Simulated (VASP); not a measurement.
# W (Im-3m) in VASP: notebook

One crystal, W, is run at these levels: PBE; tasks: relaxation of cell and atoms, single point.

Program: VASP 6.6.1. These are calculated values, not measurements. Logs are shortened: lines on timing, memory, paths and dates and some standing lists are left out, and cuts for length are marked.

## 1. The structure

It takes space group Im-3m (No. 229, cubic). Conventional cell: a = 3.165 Å, b = 3.165 Å, c = 3.165 Å, α = 90.00°, β = 90.00°, γ = 90.00°. W (site symmetry m-3m) is surrounded by 8 W at 2.74 Å.

## 2. Relaxation of cell and atoms, PBE

The input, INCAR:

```
SYSTEM = W
  ALGO = Fast
  EDIFF = 1E-7
  EDIFFG = -0.002
  ENCUT = 520
  GGA = PE
  IBRION = 2
  ISIF = 3
  ISMEAR = 0
  LASPH = .True.
  LCHARG = .False.
  LREAL = .False.
  LWAVE = .False.
  NELM = 80
  NSW = 80
  PREC = Accurate
  SIGMA = 0.1
```

The input, KPOINTS:

```
k-points
0
Gamma
  18 18 18
  0 0 0
```

The input, POSCAR:

```
W
1.0
   -1.5823450000      1.5823450000      1.5823450000
    1.5823450000     -1.5823450000      1.5823450000
    1.5823450000      1.5823450000     -1.5823450000
W
1
Direct
    0.0000000000      0.0000000000      0.0000000000
```

Potentials or basis: VASP PAW PBE potentials, release 64 (W).

The run is started by

```console
cat potpaw_PBE.64/W/POTCAR > POTCAR
mpirun -np 1 vasp_std > vasp.out
```

OUTCAR:

```text
SYSTEM = W
   EDIFF = 1E-7
   EDIFFG = -0.002
   ENCUT = 520
   GGA = PE
   IBRION = 2
   ISIF = 3
   ISMEAR = 0
   LASPH = .True.
   LREAL = .False.
   NELM = 80
   NSW = 80
   PREC = Accurate

 ion  position               nearest neighbor table
   1  0.000  0.000  0.000-

  LATTYP: Found a body centered cubic cell.
 ALAT       =     3.1646900000

  Lattice vectors:

 A1 = (  -1.5823450000,   1.5823450000,   1.5823450000)
 A2 = (   1.5823450000,  -1.5823450000,   1.5823450000)
 A3 = (   1.5823450000,   1.5823450000,  -1.5823450000)

Analysis of symmetry for initial positions (statically):
=====================================================================
 Subroutine PRICEL returns:
 Original cell was already a primitive cell.

 Routine SETGRP: Setting up the symmetry group for a
 body centered cubic supercell.

 Subroutine GETGRP returns: Found 48 space group operations
 (whereof 48 operations were pure point group operations)
 out of a pool of 48 trial point group operations.

The static configuration has the point symmetry O_h .

Analysis of symmetry for dynamics (positions and initial velocities):
=====================================================================
 Subroutine PRICEL returns:
 Original cell was already a primitive cell.

 Routine SETGRP: Setting up the symmetry group for a
 body centered cubic supercell.

 Subroutine GETGRP returns: Found 48 space group operations
 (whereof 48 operations were pure point group operations)
 out of a pool of 48 trial point group operations.

The dynamic configuration has the point symmetry O_h .

 Subroutine INISYM returns: Found 48 space group operations
 (whereof 48 operations are pure point group operations),
 and found     1 'primitive' translations

----------------------------------------------------------------------------------------

                                     Primitive cell

  volume of cell :      15.8476

  direct lattice vectors                    reciprocal lattice vectors
    -1.582345000  1.582345000  1.582345000     0.000000000  0.315986716  0.315986716
     1.582345000 -1.582345000  1.582345000     0.315986716  0.000000000  0.315986716
     1.582345000  1.582345000 -1.582345000     0.315986716  0.315986716  0.000000000

  length of vectors
     2.740701935  2.740701935  2.740701935     0.446872699  0.446872699  0.446872699

  position of ions in fractional coordinates (direct lattice)
     0.000000000  0.000000000  0.000000000

  ion indices of the primitive-cell ions
   primitive index   ion index
                 1           1

----------------------------------------------------------------------------------------

 KPOINTS: k-points

Automatic generation of k-mesh.
 Grid dimensions read from file:
 generate k-points for:   18   18   18

 Generating k-lattice:

  Cartesian coordinates                     Fractional coordinates (reciprocal lattice)
     0.000000000  0.017554818  0.017554818     0.055555556  0.000000000  0.000000000
     0.017554818  0.000000000  0.017554818     0.000000000  0.055555556  0.000000000
     0.017554818  0.017554818  0.000000000     0.000000000  0.000000000  0.055555556

  Length of vectors
     0.024826261  0.024826261  0.024826261

  Shift w.r.t. Gamma in fractional coordinates (k-lattice)
     0.000000000  0.000000000  0.000000000

 Subroutine IBZKPT returns following result:
 ===========================================

 Found    195 irreducible k-points:

 Following reciprocal coordinates:
            Coordinates               Weight
  0.000000  0.000000  0.000000      1.000000
  0.055556  0.000000  0.000000     12.000000
  0.111111  0.000000  0.000000     12.000000
  0.166667  0.000000  0.000000     12.000000
  0.222222  0.000000  0.000000     12.000000
  0.277778  0.000000  0.000000     12.000000
[... 16 lines left out ...]
  0.333333  0.111111 -0.000000     48.000000
  0.388889  0.111111  0.000000     48.000000
 [... further k-points ...]
   k-points           NKPTS =    195   k-points in BZ     NKDIM =    195   number of bands    NBANDS=      7
   number of dos      NEDOS =    301   number of ions     NIONS =      1
   total plane-waves  NPLWV =   8000
   dimension x,y,z NGX =    20 NGY =   20 NGZ =   20
   dimension x,y,z NGXF=    40 NGYF=   40 NGZF=   40
   ions per type =               1
   NGX,Y,Z   is equivalent  to a cutoff of  12.13, 12.13, 12.13 a.u.
   NGXF,Y,Z  is equivalent  to a cutoff of  24.26, 24.26, 24.26 a.u.
 SYSTEM =  W
   PREC   = accura    normal or accurate (medium, high low for compatibility)
   ISTART =      0    job   : 0-new  1-cont  2-samecut
   ICHARG =      2    charge: 1-file 2-atom 10-const
   ISPIN  =      1    spin polarized calculation?
   LNONCOLLINEAR =      F non collinear calculations
   LSORBIT =      F    spin-orbit coupling
   LASPH  =      T    aspherical Exc in radial PAW
   ENCUT  =  520.0 eV  38.22 Ry    6.18 a.u.   5.10  5.10  5.10*2*pi/ulx,y,z
   NELM   =     80;   NELMIN=  2; NELMDL= -5     # of ELM steps
   EDIFF  = 0.1E-06   stopping-criterion for ELM
   LREAL  =      F    real-space projection
   EDIFFG = -.2E-02   stopping-criterion for IOM
   NSW    =     80    number of steps for IOM
   IBRION =      2    ionic relax: 0-MD 1-quasi-New 2-CG
   NFREE  =      1    steps in history (QN), initial steepest desc. (CG)
   ISIF   =      3    stress and relaxation
   ISYM   =      2    0-nonsym 1-usesym 2-fastsym
   POTIM  = 0.5000    time-step for ionic-motion
   TEBEG  =    0.0;   TEEND  =   0.0 temperature during run
   PSTRESS=    0.0 pullay stress
   NELECT =       6.0000    total number of electrons
   NUPDOWN=      -1.0000    fix difference up-down
   EMIN   =  10.00;   EMAX   =-10.00  energy-range for DOS
   EFERMI =   0.00;   METHOD = LEGACY
   ISMEAR =     0;   SIGMA  =   0.10  broadening in eV -4-tet -1-fermi 0-gaus
   EFERMI_NEDOS =   21; number of points for ismear=-14 and -15
   IALGO  =     68    algorithm
   IMIX   =      4    mixing-type and parameters
     AMIX     =   0.40;   BMIX     =  1.00
     AMIX_MAG =   1.60;   BMIX_MAG =  1.00
  volume/ion in A,a.u.               =      15.85       106.94
  Fermi-wavevector in a.u.,A,eV,Ry     =   1.184325  2.238049 19.083867  1.402625
  Thomas-Fermi vector in A             =   2.320541
   LORBIT       =      0    0 simple, 1 ext, 2 COOP (PROOUT), +10 PAW based schemes
   GGA     = PE    functional components
   LHFCALC =     F    Hartree Fock is set to
   AEXX    =    0.0000 exact exchange contribution
   IVDW    =     0    specifies the selected vdW correction
   LEPSILON=     F    determine dielectric tensor
   LRPA    =     F    only Hartree local field effects (RPA)
 conjugate gradient relaxation of ions
 non-spin polarized calculation
 RMM-DIIS sequential band-by-band and
 Gauss-broadening in eV      SIGMA  =   0.10
  energy-cutoff  :      520.00
  volume of cell :       15.85
 maximum number of plane-waves:       440
   NGX = 11   NGY = 11   NGZ = 11

--------------------------------------- Ionic step        1  -------------------------------------------

 number of electron       6.0000001 magnetization

 Free energy of the ion-electron system (eV)
  ---------------------------------------------------
  ext. energy  EPLUGINS =         0.00000000
  ---------------------------------------------------
  free energy    TOTEN  =       -13.01748602 eV

  energy without entropy =      -13.01406101  energy(sigma->0) =      -13.01577351

------------------------ aborting loop because EDIFF is reached ----------------------------------------

  FORCE on cell =-STRESS in cart. coord.  units (eV):
  Direction    XX          YY          ZZ          XY          YZ          ZX
  --------------------------------------------------------------------------------------
  -------------------------------------------------------------------------------------
  Total        0.2067849      0.2067849      0.2067849      0.0000000     -0.0000000      0.0000000
  in kB       20.9057514     20.9057514     20.9057514      0.0000000     -0.0000000      0.0000000
  external PRESSURE =      20.9057514 kB  Pullay stress =       0.0000000 kB
[... 55 lines left out ...]
  energy  without entropy=      -13.0061755145  energy(sigma->0) =      -13.00797236

--------------------------------------- Ionic step        3  -------------------------------------------

 number of electron       6.0000001 magnetization

 Free energy of the ion-electron system (eV)
  ---------------------------------------------------
  ext. energy  EPLUGINS =         0.00000000
  ---------------------------------------------------
  free energy    TOTEN  =       -13.01814641 eV

  energy without entropy =      -13.01468779  energy(sigma->0) =      -13.01641710

 E-fermi :   7.7478     XC(G=0): -13.1088

 val. band max:        7.7422629188   @ k =  -0.2778   0.3333   0.2222
 cond. band min:       7.7760516276   @ k =   0.5000   0.5000   0.2222
 fundamental gap:      0.0337887089
 Fermi energy:         7.7477959795

 k-point     1 :       0.0000    0.0000    0.0000
  band No.  band energies     occupation
      1      -1.8314      2.00000
      2       6.5126      2.00000
      3       6.5126      2.00000
      4       6.5126      2.00000
      5       9.9633      0.00000
      6       9.9633      0.00000
      7      22.9540      0.00000
[... 221 lines left out ...]
 k-point    24 :       0.3889    0.1111    0.0000
  band No.  band energies     occupation
      1       1.9592      2.00000
      2       4.3586      2.00000
      3       7.1490      2.00000
      4       9.7412      0.00000
      5      11.0479      0.00000
      6      14.0900      0.00000
      7      18.6107      0.00000

 [... further k-points ...]

------------------------ aborting loop because EDIFF is reached ----------------------------------------

  FORCE on cell =-STRESS in cart. coord.  units (eV):
  Direction    XX          YY          ZZ          XY          YZ          ZX
  --------------------------------------------------------------------------------------
  -------------------------------------------------------------------------------------
  Total       -0.0002957     -0.0002957     -0.0002957      0.0000000      0.0000000     -0.0000000
  in kB       -0.0296993     -0.0296993     -0.0296993      0.0000000      0.0000000     -0.0000000
  external PRESSURE =      -0.0296993 kB  Pullay stress =       0.0000000 kB
[... 16 lines left out ...]
  FREE ENERGIE OF THE ION-ELECTRON SYSTEM (eV)
  ---------------------------------------------------
  free  energy   TOTEN  =       -13.0181464080 eV

  energy  without entropy=      -13.0146877922  energy(sigma->0) =      -13.01641710

 reached required accuracy - stopping structural energy minimisation
```

Run time: 42 s. Hardware: 1 thread of AMD EPYC 7R13 (Zen 3), shared host; peak memory 0.12 GiB.

Results:

| Item | Value |
| --- | --- |
| Free energy | -13.0181 eV |
| Relaxed volume | 15.95 Å³/atom |
| Relaxed cell | a = 2.747 Å, b = 2.747 Å, c = 2.747 Å, α = 109.47°, β = 109.47°, γ = 109.47° |
| Space group after relaxing (to 0.05 Å) | Im-3m (No. 229) |
| Energy gained by relaxing | 0.7 meV/atom |
| Ionic steps | 3 |
| Pressure after relaxing | 0.0 GPa |
| Band gap on the k mesh | none (metal or under the smearing width) |

Step by step:
| step | energy change (eV) | largest force (eV/Å) | pressure (GPa) | volume (Å³) |
| --- | --- | --- | --- | --- |
| 1 | 0.0000 | 0.0000 | 2.09 | 15.85 |
| 2 | 0.0077 | 0.0000 | -6.97 | 16.33 |
| 3 | -0.0007 | 0.0000 | 0.00 | 15.95 |

Final structure:
```
W
1.0
    -1.58580    1.58580    1.58580
     1.58580   -1.58580    1.58580
     1.58580    1.58580   -1.58580
W
1
Direct
  0.00000 0.00000 0.00000
```

Levels at points of the mesh, in eV from the Fermi level:
```
           k point  band 1  band 2  band 3  band 4  band 5  band 6  band 7
(0.00, 0.00, 0.00)   -9.58   -1.24   -1.24   -1.24    2.22    2.22   15.21
(0.50, 0.00, 0.00)   -6.22   -3.54    0.67    2.11    3.07    6.04   10.95
(0.50, 0.50, 0.50)   -5.77   -5.77    5.07    5.07    5.07    8.32    8.32
```

(Part 1 of 2 ends here.)
